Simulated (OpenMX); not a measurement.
Crystal: PtS2.

```
Pt S
1.0
     3.54320    0.00000    0.00000
    -1.77160    3.06850    0.00000
     0.00000    0.00000    5.03880
Pt S
1 2
Direct
  0.00000 0.00000 0.00000
  0.66667 0.33333 0.77300
  0.33333 0.66667 0.22700
```

Base run:

- Program: OpenMX 3.8.5
- Functional: PBE
- Potentials or basis: OpenMX 2013 PBE set, Pt7.0-s3p2d2f2, S7.0-s3p2d2f1, grid cutoff 400 Ry
- k mesh: 9 × 9 × 5
- Occupations: fermi-dirac, width 0.05 eV
- Spin: no spin polarisation

Its results: band gap on the k mesh 1.02 eV, indirect (least direct gap 1.06 eV); pressure 13.9 GPa; largest force 1.567 eV/Å.

Problem. After a change of settings the same cell gave: band gap on the k mesh 0.96 eV, indirect (least direct gap 1.02 eV); pressure 16.9 GPa; largest force 2.011 eV/Å. Which change was it?
A. functional from PBE to LDA; potentials or basis from OpenMX 2013 PBE set, Pt7.0-s3p2d2f2, S7.0-s3p2d2f1, grid cutoff 400 Ry to OpenMX 2013 LDA set, Pt7.0-s3p2d2f1, S7.0-s2p2d1f1, grid cutoff 400 Ry
B. potentials or basis from OpenMX 2013 PBE set, Pt7.0-s3p2d2f2, S7.0-s3p2d2f1, grid cutoff 400 Ry to OpenMX 2013 PBE set, Pt7.0-s3p2d2, S7.0-s2p2d1, grid cutoff 400 Ry
C. potentials or basis from OpenMX 2013 PBE set, Pt7.0-s3p2d2f2, S7.0-s3p2d2f1, grid cutoff 400 Ry to OpenMX 2013 PBE set, Pt7.0-s3p2d2f1, S7.0-s2p2d1f1, grid cutoff 400 Ry
D. potentials or basis from OpenMX 2013 PBE set, Pt7.0-s3p2d2f2, S7.0-s3p2d2f1, grid cutoff 400 Ry to OpenMX 2013 PBE set, Pt7.0-s3p2d2f1, S7.0-s2p2d1f1, grid cutoff 400 Ry; k mesh from 9 × 9 × 5 to 7 × 7 × 5

Solution. B.

Caveats: spin-orbit coupling is left out, which moves the levels of the heavy elements; the basis of atomic orbitals isn't converged, which shifts pressures, moduli and gaps; forces of over 1 eV/Å show positions far from the minimum, so gaps and moduli don't describe the material at rest; so large a pressure means that the cell lies far from this level's equilibrium, or that cutoff or potentials fall short (some runs).
